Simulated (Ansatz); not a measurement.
The system is Cu2O (Cuprite).

```xyz
6
Lattice="4.2600 0.0000 0.0000 0.0000 4.2600 0.0000 0.0000 0.0000 4.2600" Properties=species:S:1:pos:R:3 pbc="T T T"
Cu    3.1950    1.0650    3.1950
Cu    3.1950    3.1950    1.0650
Cu    1.0650    3.1950    3.1950
Cu    1.0650    1.0650    1.0650
O     2.1300    2.1300    2.1300
O     0.0000    0.0000    0.0000
```

Base run:

- Program: Ansatz 0.2.0
- Functional: PBE
- Potentials or basis: Ansatz PAW
- Cutoff: 300 eV
- Density cutoff: 1200 eV
- k mesh: 6 × 6 × 6
- Occupations: fermi-dirac, width 0.05 eV
- Spin: no spin polarisation

Its results: band gap on the k mesh 0.52 eV, direct; pressure 2.1 GPa.

The run is repeated on the same cell with these changes: functional from PBE to m-r2SCAN; cutoff from 300 eV to 500 eV (not typed: the program's choice for these potentials). What comes out?

Band gap on the k mesh 0.77 eV, direct; pressure -1.2 GPa.

m-r2SCAN gives the wider gap, since meta-GGAs in the generalised Kohn-Sham scheme recover part of the derivative discontinuity.

Caveats: the pressure holds a Pulay correction of +31.3 GPa for the finite cutoff (some runs); the cutoff lies under the one recommended for these potentials (some runs); the PAW data sets come from PBE, with cores solved anew for the run's functional, which leaves a small shift of forces and pressure (some runs).
